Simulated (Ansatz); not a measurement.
# What a change of settings does to a run on Sr

The cell is COD entry 9008484, as deposited and not checked against the literature; nothing was relaxed.

First run: DFT, PBE, all-electron LAPW, scalar-relativistic (Ansatz 0.2.0).

Command: `ansatz run input.yaml --threads 1 --pin off --max-ram 2048MiB --backend cpu --events-out ev --progress --plain --runs-dir out` The run took 3.3 s on 1 thread of INTEL(R) XEON(R) PLATINUM 8581C CPU @ 2.30GHz (Emerald Rapids) (shared host), peak memory 0.28 GiB.

```yaml
crystal:
  lattice:
    - [0.0, 3.04235, 3.04235]
    - [3.04235, 0.0, 3.04235]
    - [3.04235, 3.04235, 0.0]
  atoms:
    - { symbol: Sr, position: [0.0, 0.0, 0.0] }
kpoints:
  mp_grid: { grid: [10, 10, 10] }
  band_path:
    path:
      - [0.0, 0.0, 0.0]
      - [0.5, 0.0, 0.5]
      - [0.625, 0.25, 0.625]
      - [0.375, 0.375, 0.75]
      - [0.0, 0.0, 0.0]
      - [0.5, 0.5, 0.5]
      - [0.5, 0.25, 0.75]
      - [0.5, 0.0, 0.5]
    npoints: 14
scf:
  occupations: { method: fermi_dirac, width: 0.08 }
hamiltonian:
  xc: pbe
  pseudopotentials: { kind: all_electron, lapw: { basis_error: 0.0005 } }
output:
  forces: true
  stress: true
  eigenvalues: true
  fatbands: true
  populations: true
  dos: { projected: true, de: 0.2, e_range: [-14, 8] }
```

Result: converged; pressure -0.27 GPa; no gap on the k mesh; 8 SCF iterations.

The input is then changed:

```diff
@@ -20,5 +20,5 @@
     npoints: 14
 scf:
-  occupations: { method: fermi_dirac, width: 0.08 }
+  occupations: { method: tetrahedron }
 hamiltonian:
   xc: pbe
@@ -28,6 +28,4 @@
   stress: true
   eigenvalues: true
-  fatbands: true
   populations: true
-  dos: { projected: true, de: 0.2, e_range: [-14, 8] }
```

**Question.** What does the second run give?

**Answer.** It converged; energy at zero smearing +3.9 meV/atom from the first run; pressure -0.43 GPa; no gap on the k mesh; 8 SCF iterations.

The results part of its log:

```
SCF 1 converged in 8 iterations: F = -86519.098648 eV  dr2 = 2.37e-8
NSCF: frozen V_eff on 99 k-points
SCF converged after 8 iterations
Stability not checked: this state was not tested for a lower state beside it, because cold or Methfessel-Paxton smearing, or corrected tetrahedra, fill the levels in a way that the test cannot read (fill_not_monotonic; see scf.lower_state_search)
Free energy (F): -86519.098648 eV
Harris-Foulkes:  -86519.098648 eV  (|F-HF|=1.85e-8)
Internal energy: -86519.098263 eV  (E = F + TS)
E sigma→0 (E₀):  -86519.098648 eV
Entropy (-TS):   -0.000385 eV (-0.385 meV/atom)
Fermi energy:    5.818599 eV
--- Per-component energies (eV) ---
  E_band       = -1308.053039
  E_kinetic    = 89086.041444
  E_xc         = -2861.691425
  E_electrostatic = -172743.448282  (all electrons and nuclei)
  E_smearing   = -0.000385  (= −TS)
  E_closure    = 0.000000  (closes the sum)
  E_atoms      = -86517.490528  (free atoms, spherical and without spin; not in F)
  Σ components = -86519.098648   (vs F -86519.098648, Δ=0.00e0)
  Basis errors (estimates in eV, not in F): energy 1.4e-4 per atom: plane waves 1.3e-4 (6.7e-5 summed), levels above the bands 0.0e0, relativity 3.8e-8, radial functions 5.0e-6, core shells 7.6e-10; eigenvalues (radial functions only) 9.4e-7; not estimated: angular momenta, meshes, grids; target (lapw.basis_error) 5.0e-4; muffin-tin radii Sr 2.151 Å
--- Forces (eV/Å), atoms counted from 1 ---
  atom   1  Sr    -0.00000000    -0.00000000    -0.00000000
  max |Σ_I F_I| component: 2.26e-32 eV/Å
--- Stress (GPa, compression-positive) ---
       -0.426933       0.000000       0.000000
        0.000000      -0.426933      -0.000000
        0.000000      -0.000000      -0.426933
  P = ⅓ Tr σ = -0.4269 GPa (-4.269 kbar)
--- Band table (eV; the first three rows and the last of 47) ---
  k-point 0: bands = ["-117.8574", "-117.8574", "-117.8574", "-117.8560", "-117.8560", "-30.8491", "-12.7426", "-12.7426", "-12.7426", "2.1748", "8.1097", "8.1097", "8.1097", "9.5389"]
  k-point 1: bands = ["-117.8574", "-117.8574", "-117.8574", "-117.8560", "-117.8560", "-30.8479", "-12.7602", "-12.7450", "-12.7450", "2.3317", "7.8676", "8.1808", "8.1808", "9.4449"]
  k-point 2: bands = ["-117.8574", "-117.8574", "-117.8574", "-117.8560", "-117.8560", "-30.8448", "-12.8059", "-12.7512", "-12.7512", "2.7813", "7.3335", "8.2787", "8.2787", "9.3789"]
  k-point 46: bands = ["-117.8574", "-117.8574", "-117.8574", "-117.8560", "-117.8560", "-30.8326", "-12.8766", "-12.8446", "-12.8100", "5.7668", "6.3159", "6.5034", "8.1652", "10.8531"]
--- Löwdin populations: 1 site ---
  site symbol       q [e]
     0     Sr     37.5386
  spilling = 0.012141 (of n_electrons = 38.000000)
```
